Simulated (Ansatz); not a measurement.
## TiO2 at a changed volume — quadrupolar parameters

The cell is an entry of the Crystallography Open Database (COD), relaxed with PBE at fixed cell and then changed (volume scaled by 0.94, ions relaxed).

Space group P4_2/mnm (No. 136); a = 4.5002, c = 2.8986 Å.

| site | Wyckoff | site symmetry | x | y | z |
| --- | --- | --- | --- | --- | --- |
| Ti | 2a | m.mm | 0.0000 | 0.0000 | 0.0000 |
| O | 4f | m.2m | 0.3024 | 0.3024 | 0.0000 |

One atom of each set is listed.

Level of theory: DFT, PBE, plane waves and PAW, scalar-relativistic, 420 eV cutoff, Γ-centred 7×7×10 k-points, Fermi–Dirac smearing 0.02 eV (Ansatz 0.2.0).

C_Q = eQV_zz/h, which is 24.18 MHz for Q = 1 b and V_zz = 10²¹ V/m²; η = (V_xx − V_yy)/V_zz.

⁴⁹Ti: I = 7/2, Q = 247.0 mb; ¹⁷O: I = 5/2, Q = -25.58 mb. Quadrupole moments are those of Pyykkö's year-2017 table.

(1) Give the quadrupolar parameters of the distinct sites.

Results:

(1) 

```csv
site,atoms,first shell,V_zz (10²¹ V/m²),η,C_Q (MHz)
Ti,2,6 O at 1.92 Å,-1.44,0.75,-8.59
O,4,3 Ti at 1.92 Å,-2.22,0.95,1.37
```

At this changed cell the PBE pressure is 22 GPa. Where η is near 1 the sign of V_zz means little.
